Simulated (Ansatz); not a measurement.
# H-BN-H chair monolayer in a perpendicular field, part 2 of 2

Wanted: the out-of-plane response of the H-BN-H chair monolayer. A positive field points along +c.

Ansatz 0.2.0; plane-wave DFT, PBE-D3(BJ), Ansatz PAW.

So far. Step 2 (Relaxing the slab): The lattice constant a goes from 2.557 to 2.584 Å.

## 3. Atoms held, field 0

A sawtooth potential applies the field, turning back in the middle of the vacuum. With the dipole correction the typed value is the field outside the slab. The induced dipole is small, so the SCF threshold is tight.

The cell differs from the one that the last finished run ended in (c 36.387 → 20.748 Å).

Input file input.yaml:

```yaml
crystal:
  lattice:
    - [2.5835370178, 0.0, 0.0]
    - [-1.2917685089, 2.237408689, 0.0]
    - [0.0, 0.0, 20.7477737549]
  atoms:
    - { symbol: H, position: [0.6666666667, 0.3333333333, 0.4337814797] }
    - { symbol: "N", position: [0.6666666667, 0.3333333333, 0.4836235247] }
    - { symbol: B, position: [0.3333333333, 0.6666666667, 0.5084968078] }
    - { symbol: H, position: [0.3333333333, 0.6666666667, 0.5662185203] }
kpoints:
  mp_grid: { grid: [18, 18, 1] }
  band_path:
    path: [[0, 0, 0], [0.5, 0, 0], [0.33333333, 0.33333333, 0], [0, 0, 0]]
    npoints: 16
hamiltonian:
  xc: pbe
  dispersion: d3bj
scf:
  occupations: { method: fermi_dirac, width: 0.02585 }
  convergence: { dr2_threshold: 1.0e-10 }
efield:
  axis: 3
  dipole_correction: true
  ramp_position: 0.97
  ramp_width: 0.06
  amplitude: 0
output:
  dos: { projected: true, e_range: [-6, 5] }
  write_potential: true
  write_density: true
  volumetric_format: npy
  elf: true
```

Run with:

```console
$ ansatz run input.yaml --threads 2 --pin off --max-ram 3072MiB --backend cpu --events-out ev --progress --plain --runs-dir out
```

Numbers of over 12 decimals in the logs are rounded to 6 here.

What it wrote:

```text
[...]
Crystal: 4 atoms, lattice volume = 119.931 Å³
Basis set: ecut = 420 eV, 2415 PW (Γ)
Bands: 9, of which v1, the nominal top of the filled ones, is band 5 counted from 1 (4 counted from 0)
Symmetry: 6 space group operations
[...]
k-points: 37 of 324 (time reversal used)
[...]
SCF iter   1: F=—  HF=-574.022950 eV  |F-HF|=—  |Δ(HF+E_count)|=         —  Δρ=5.70e-3  dr2=3.06e-2  ethr=1.77e-3  p=-0.120 e·Å  D=-1.81e-1 V/Å  ΔV_dip=3.76 eV  dr2_dipole=2.09e-5  V_vac-E_F(+/−)=6.56/2.79 eV  ⟨swp⟩=6.4  Hψ=2716  notcnv=0
efield: sawtooth ramp at fractional position 0.9700 (set: `efield.ramp_position`, or a place that a band, a saddle search or an elastic batch's reference lends), width 0.0600; the density the first Hamiltonian is built on has a dipole p = -0.120 e·Å; the dipole correction subtracts the counter field D = -1.81e-1 V/Å, which shifts the + side's vacuum level by +3.76 eV against the − side's; the planar-averaged density in the ramp window peaks in size at 3.0e-5 e/Å³
[...]
SCF iter   2: F=—  HF=-574.022274 eV  |F-HF|=—  |Δ(HF+E_count)|=   6.77e-4  Δρ=1.91e-3  dr2=8.95e-3  ethr=3.06e-4  p=-0.118 e·Å  D=-1.77e-1 V/Å  ΔV_dip=3.68 eV  dr2_dipole=2.38e-3  V_vac-E_F(+/−)=6.42/2.74 eV  ⟨swp⟩=2.3  Hψ=923  notcnv=0
[...]
SCF iter   9: F=-574.020817 eV  HF=-574.020817 eV  |F-HF|=4.37e-11  |Δ(HF+E_count)|=  9.16e-10  Δρ=2.79e-7  dr2=4.43e-11  ethr=1.00e-12  p=-0.142 e·Å  D=-2.14e-1 V/Å  ΔV_dip=4.44 eV  dr2_dipole=8.85e-13  V_vac-E_F(+/−)=6.77/2.33 eV  ⟨swp⟩=3.6  Hψ=1614  notcnv=0
SCF 1 converged in 9 iterations: F = -574.020817 eV  dr2 = 4.43e-11
[...]
NSCF: frozen V_eff on 49 k-points
efield: sawtooth ramp at fractional position 0.9700 (kept from the solve that this one continues, or follows in the run), width 0.0600; the density the first Hamiltonian is built on has a dipole p = -0.142 e·Å; the dipole correction subtracts the counter field D = -2.14e-1 V/Å, which shifts the + side's vacuum level by +4.44 eV against the − side's; the planar-averaged density in the ramp window peaks in size at 3.3e-6 e/Å³
[...]
SCF converged after 9 iterations
Free energy (F): -574.020817 eV
[...]
Internal energy: -574.020817 eV  (E = F + TS)
E sigma→0 (E₀):  -574.020817 eV
Fermi energy:    -2.724671 eV
Dipole field:    D = -0.214076 V/Å  (p = -0.141886 e·Å, saw-weighted, corrected)
Work function:   Φ+ = 6.7699 eV   Φ− = 2.3284 eV
Levels:          The Fermi level and band energies are counted from a zero that moves with the ramp; work functions are not
[...]
--- Band table (eV; the first three rows and the last of 37) ---
[...]
```

The job ended after 1.4 s (2 threads of AMD EPYC 9R45, shared host; peak memory 0.45 GiB).

This step gave:

| Property | Result |
| --- | --- |
| gap on the k-mesh | 2.847 eV |
| dipole along the normal | -0.1419 e·Å |
| gap along the path | 2.847 eV |
| smallest direct gap along the path | 2.847 eV |
| step between the vacuum levels | 4.442 eV |
| ionisation energy, upper face | 8.200 eV |
| electron affinity, upper face | 5.353 eV |
| ionisation energy, lower face | 3.758 eV |
| gap, the smaller of path and mesh | 2.847 eV |

Running mean over a fixed 2.7 Å (it still follows the layers) of the planar mean; the ramp of the sawtooth is left out. Table of electron's electrostatic potential energy less the Fermi level by z:

```csv
z (Å),electron's electrostatic potential energy less the Fermi level (eV)
2.88,2.33
3.31,2.33
3.75,2.33
4.03,2.33
4.47,2.33
4.90,2.33
5.33,2.33
5.76,2.32
6.05,2.32
6.48,2.30
6.92,2.25
7.35,2.05
7.78,1.43
8.21,0.802
8.50,-0.305
8.93,-3.15
9.37,-5.85
9.80,-6.90
10.23,-6.60
10.52,-6.21
10.95,-5.24
11.38,-2.68
11.81,1.07
12.25,4.03
12.54,5.05
12.97,5.79
13.40,6.50
13.83,6.71
14.26,6.76
14.70,6.77
14.98,6.77
15.42,6.77
15.85,6.77
16.28,6.77
16.71,6.77
17.00,6.77
17.43,6.77
17.87,6.77
```

The density of states has structure finer than the step of the table below, so its rows give means over 0.25 eV, whole bins alone (the curve runs from -6 to 3.4 eV). Peaks (eV: height): -2.720: 1.82, -2.090: 10.0.

Table of density of states by energy, zero at the Fermi level of the run, which the smearing sets inside the gap; means over each step:

```csv
energy (eV),density of states (states/eV a cell)
-5.75,0.471
-5.50,0.485
-5.25,0.501
-5.00,0.522
-4.75,0.542
-4.50,0.589
-4.25,0.671
-4.00,0.805
-3.75,0.995
-3.50,0.716
-3.25,0.665
-3.00,0.918
-2.75,1.03
-2.50,1.18
-2.25,1.92
-2.00,4.77
-1.75,0.455
-1.50,0.192
-1.25,0
-1.00,0
-0.75,0
-0.50,0
-0.25,0
0.00,0
0.25,0
0.50,0
0.75,0
1.00,0
1.25,0
1.50,0.213
1.75,0.299
2.00,0.304
2.25,0.311
2.50,0.308
2.75,0.324
3.00,0.559
3.25,0.578
```

Projected DOS per atom over height of the atomic layer and energy from the Fermi level. Layers: H N B H from below.

Ten even steps from '_' (0.00 states/eV) to '@' (1.38 states/eV), each cell a mean:
```
________
________
________
________
________
________
________
________
________
________
________
__..____
__--@@%%
..------
__::....
__--..__
__==..__
__==..__
__--..__
__::..__
__::____
__::____
```
Columns: height of the atomic layer (Å) from 9 to 11.7 (not evenly spaced); rows upwards: energy from the Fermi level (eV) from -5.96 to 3.4.

The electronic bands at the labelled points (eV, zero at the Fermi level of the run, which the smearing sets inside the gap):

```csv
point,band 2,band 3,band 4,band 5,band 6,band 7,band 8,band 9
Γ,-9.68,-3.12,-1.43,-1.43,1.42,2.86,4.30,5.97
halfway,-8.70,-5.36,-2.77,-2.42,2.89,4.63,6.00,7.45
M,-9.21,-6.98,-3.77,-2.10,6.02,7.37,8.16,9.67
halfway,-8.82,-6.83,-5.32,-1.97,6.80,7.62,9.12,10.51
K,-7.94,-7.34,-6.52,-1.86,7.44,8.06,9.54,10.72
halfway,-8.43,-5.74,-3.78,-2.25,3.38,5.23,6.58,8.01
Γ,-9.68,-3.12,-1.43,-1.43,1.42,2.86,4.30,5.97
```

The electronic bands as a text plot (rows in eV, shown from -9.4 to 6.0 only):

```
    5.6 |+       ++  +    +++                  +   +   ++       +
    5.0 |    ++++   +    +                      +   ++   +++
    4.4 |++++    +++  +++                        ++   +++   +++++
    3.7 |      ++    +                             +     +++
    3.1 |++++++    ++                               +++     +++++
    2.4 |       +++                                    +++
    1.8 |  +++++                                          +++++
    1.2 |++                                                    ++
    0.5 |
   -0.1 |
   -0.8 |
   -1.4 |****                                                ****
   -2.1 |  ******   **********************************    *****
   -2.7 |    ********                                 *******
   -3.3 |****  *     *****                            *   ** ****
   -4.0 |       *         *******                  ***   *
   -4.6 |        **              *               **    **
   -5.3 |          *              **            *     *
   -5.9 |           *               **         *    **
   -6.5 |            *            ******************
   -7.2 |             ************     *****
   -7.8 |                              *****   ****
   -8.5 |          *******          ***     ***    ****
   -9.1 |    ******       **********                   *****
         Γ                   M           K                      Γ
```

ELF in the ca plane at fractional y = 0.333, with atoms of H and N within 0.2 Å of it. It is the smooth field of the valence electrons, not physical close to the nuclei.

Ten even steps from '0' (0.00) to '9' (0.99), each cell a mean:
```
00000000000000014787678731210000000000000000
00000000000000037999745630000000000000000000
00000000000000148999713630000000000000000000
00000000000000026999757730000000000000000000
00000000000000013565678632332000000000000000
00000000000000000011245435775200000000000000
00000000000000000000123237886300000000000000
00000000000000000122356435764100000000000000
```
Columns run along c (16.0 Å, from fractional 0.11 to 0.88 of the cell), rows up along a (2.6 Å). Atoms in or near the plane, at fractional coordinates: H at (0.43, 0.67), N at (0.48, 0.67).

Electrostatic potential energy in the ca plane at fractional y = 0.333, with atoms of H and N within 0.2 Å of it. With pseudopotentials it is smooth inside the atoms' cores, unlike the true potential.

Ten even steps from '0' (-32 eV) to '9' (3 eV), each cell a mean:
```
99999999999999999988876326899999999999999999
99999999999999999988422002899999999999999999
99999999999999999987100001799999999999999999
99999999999999999988543003899999999999999999
99999999999999999988887446899999999999999999
99999999999999999998888876789999999999999999
99999999999999999999998865789999999999999999
99999999999999999998888776789999999999999999
```
Columns run along c (16.0 Å, from fractional 0.07 to 0.84 of the cell; values clipped at the 3rd and 97th percentile), rows up along a (2.6 Å). Atoms in or near the plane, at fractional coordinates: H at (0.43, 0.67), N at (0.48, 0.67).

Valence density in the ca plane at fractional y = 0.333, with atoms of H and N within 0.2 Å of it. It is the smooth field of the valence electrons, not physical close to the nuclei.

Ten steps, logarithmic in the rise over the least value, from '0' (0.0 e/Å³) to '9' (3.5 e/Å³), each cell a mean:
```
00000000000000001245788643211000000000000000
00000000000000001367899753110000000000000000
00000000000000001478999852110000000000000000
00000000000000001367899753210000000000000000
00000000000000001235677643321000000000000000
00000000000000000123456544421000000000000000
00000000000000000012355544431000000000000000
00000000000000000123466544321000000000000000
```
Columns run along c (16.0 Å, from fractional 0.11 to 0.88 of the cell), rows up along a (2.6 Å). Atoms in or near the plane, at fractional coordinates: H at (0.43, 0.67), N at (0.48, 0.67).

The gap is 2.85 eV, with the valence edge 8.20 eV and the conduction edge 5.35 eV under the upper vacuum level.

## 4. Single point, field 0.1 V/Å

input.yaml: that of step 3 with these lines changed.

```diff
@@ -26,5 +26,4 @@
   ramp_width: 0.06
-  amplitude: 0
+  amplitude: 0.1
 output:
-  dos: { projected: true, e_range: [-6, 5] }
   write_potential: true
@@ -32,2 +31 @@
   volumetric_format: npy
-  elf: true
```

What it wrote:

```text
[...]
Crystal: 4 atoms, lattice volume = 119.931 Å³
Basis set: ecut = 420 eV, 2415 PW (Γ)
Bands: 9, of which v1, the nominal top of the filled ones, is band 5 counted from 1 (4 counted from 0)
Symmetry: 6 space group operations
[...]
k-points: 37 of 324 (time reversal used)
[...]
Free energy (F): -574.007179 eV
[...]
Internal energy: -574.007179 eV  (E = F + TS)
E sigma→0 (E₀):  -574.007179 eV
Fermi energy:    -2.826489 eV
Dipole field:    D = -0.197433 V/Å  (p = -0.130855 e·Å, saw-weighted, corrected)
Work function:   not extracted (applied field tilts the vacuum); planar V_es + V_field profile in the machine report
[...]
--- Band table (eV; the first three rows and the last of 37) ---
[...]
[key lines of the parts left out:]
SCF converged after 11 iterations
```

It took 1.5 s on 2 threads; peak memory 0.42 GiB.

The dipole is -0.131 e·Å, 0.0110 e·Å from its value without field, and the gap 2.673 eV.

## 5. Atoms held, field -0.1 V/Å

input.yaml: that of step 4 with these lines changed.

```diff
@@ -26,3 +26,3 @@
   ramp_width: 0.06
-  amplitude: 0.1
+  amplitude: -0.1
 output:
```

What it wrote:

```text
[...]
Crystal: 4 atoms, lattice volume = 119.931 Å³
Basis set: ecut = 420 eV, 2415 PW (Γ)
Bands: 9, of which v1, the nominal top of the filled ones, is band 5 counted from 1 (4 counted from 0)
Symmetry: 6 space group operations
[...]
k-points: 37 of 324 (time reversal used)
[...]
Free energy (F): -574.035554 eV
[...]
Internal energy: -574.035554 eV  (E = F + TS)
E sigma→0 (E₀):  -574.035554 eV
Fermi energy:    -2.633198 eV
Dipole field:    D = -0.230597 V/Å  (p = -0.152835 e·Å, saw-weighted, corrected)
Work function:   not extracted (applied field tilts the vacuum); planar V_es + V_field profile in the machine report
[...]
--- Band table (eV; the first three rows and the last of 37) ---
[...]
[key lines of the parts left out:]
SCF converged after 11 iterations
```

Elapsed: 1.5 s, on 2 threads; peak memory 0.39 GiB; 2.8 s of CPU time.

The dipole is -0.153 e·Å, -0.0109 e·Å from its value without field, and the gap 3.003 eV.

## 6. Response, atoms held

This step: plane-wave DFT, PBE-D3(BJ), Ansatz PAW; response to a field along the normal, atoms held (Ansatz 0.2.0).

The dipoles give the slope, and the difference of two potentials shows where the field is screened.

Numbers from this step:

| Item | Value |
| --- | --- |
| equivalent conductor thickness p/(ε₀AE) | 3.440 Å |
| distance between the outer atoms | 2.748 Å |

Table of dipole of the cell by applied field:

```csv
applied field (V/Å),dipole of the cell (e·Å)
-0.1000,-0.153
0.0000,-0.142
0.1000,-0.131
```

Local field over the applied field, running mean. From the potentials at -0.1 and 0.1 V/Å; running mean over 2.5 Å. Table of local field over applied field by z:

z (Å), local field over applied field and a bar from the least value:
```
     4.03      1.000 ##############################
     4.47      0.999 ##############################
     4.90      0.998 ##############################
     5.33      0.996 ##############################
     5.76      0.990 ##############################
     6.20      0.979 #############################
     6.63      0.955 ############################
     7.06      0.908 ###########################
     7.49      0.822 ########################
     7.92      0.693 ###################
     8.36      0.548 ##############
     8.79      0.408 #########
     9.22      0.274 ####
     9.65      0.195 #
    10.09      0.156 
    10.66      0.164 
    11.09      0.232 ###
    11.53      0.355 #######
    11.96      0.488 ############
    12.39      0.612 ################
    12.82      0.754 #####################
    13.26      0.878 ##########################
    13.69      0.950 ############################
    14.12      0.981 #############################
    14.55      0.994 ##############################
    14.98      0.998 ##############################
    15.42      0.999 ##############################
    15.85      1.000 ##############################
    16.28      1.000 ##############################
    16.71      1.000 ##############################
```

The induced electron density oscillates, so the rows of the table below give means over windows of 0.5 Å about each position, cut where the curve ends. Its maxima inside the range that stand out by 2 % of the span (Å: e/Å³ per V/Å): 8.64: 0.00370, 9.94: 0.00217, 11.09: 0.00188. Its minima: 9.65: -4.7e-4, 10.52: -0.00353, 11.96: -0.00431.

Electrons, planar mean, per unit field. Table of induced electron density by z; means over each step:

```csv
z (Å),induced electron density (e/Å³ per V/Å)
4.5,3.8e-6
5.0,1.1e-5
5.5,2.9e-5
6.0,7.6e-5
6.5,1.9e-4
7.0,4.4e-4
7.5,9.9e-4
8.0,0.00205
8.5,0.00335
9.0,0.00250
9.5,-5.6e-5
10.0,0.00110
10.5,-0.00250
11.0,9.5e-4
11.5,-8.2e-4
12.0,-0.00398
12.5,-0.00271
13.0,-0.00111
13.5,-3.6e-4
14.0,-1.1e-4
14.5,-2.8e-5
15.0,-7.3e-6
15.5,-1.7e-6
16.0,-4.0e-7
```

The smaller of the gaps on the path and on the k-mesh, counted as 0 under 0.03 eV; in a wide-gap layer a fall can come from a state in the tilted vacuum. The gap by applied field:

```csv
applied field (V/Å),gap (eV)
-0.1000,3.00
0.0000,2.85
0.1000,2.67
```

By hand: between -0.1 and 0.1 V/Å the dipole changes by 0.02198 e·Å, a slope of 0.1099 e·Å²/V. A perfect conductor of thickness t has p = ε₀AEt, so t = 180.95 × 0.1099 / 5.780 = 3.44 Å (e/ε₀ = 180.95 V·Å, A in Å²).

The induced dipole is that of a conductor 3.44 Å thick.

## 7. Results

| Item | Value |
| --- | --- |
| gap without field | 2.85 eV |
| ionisation energy, upper face | 8.20 eV |
| electron affinity, upper face | 5.35 eV |
| step between the vacuum levels | 4.44 eV |
| equivalent conductor thickness, atoms held | 3.44 Å |

What this shows: The induced dipole equals that of a perfect conductor 3.44 Å thick, while the outer atoms lie 2.75 Å apart; an out-of-plane ε follows only once a thickness t is chosen, by 1 − 1/ε = 3.44 Å / t. The two faces differ: the vacuum level above lies 4.44 eV higher than the one below. The gap goes from 2.85 eV to 3.00 eV at -0.1 V/Å. With the field reversed the gap is 2.67 eV at 0.1 V/Å. Semilocal functionals give gaps that are too small, and excitons are not included.

[Logs are printed without paths, hosts, clocks, repeated set-up lines and the standing remarks that a program may print on its own settings, such as how far it seeks lower states.]

[Hosts, paths, dates, database ids (printed as entryN), source tags and the programs' standing remarks are cut or masked in the printed files.]

[Maps of the electrostatic potential energy from Ansatz leave out the sawtooth potential of an applied field or a dipole correction, so their vacuum need not be flat; planar profiles and work functions include it.]

[The density of states shown here was stored with 400 of the rows of the run's finer table, so its peaks can read low, often by over a quarter, or be missed, and its means over a window can be off by a tenth or more.]
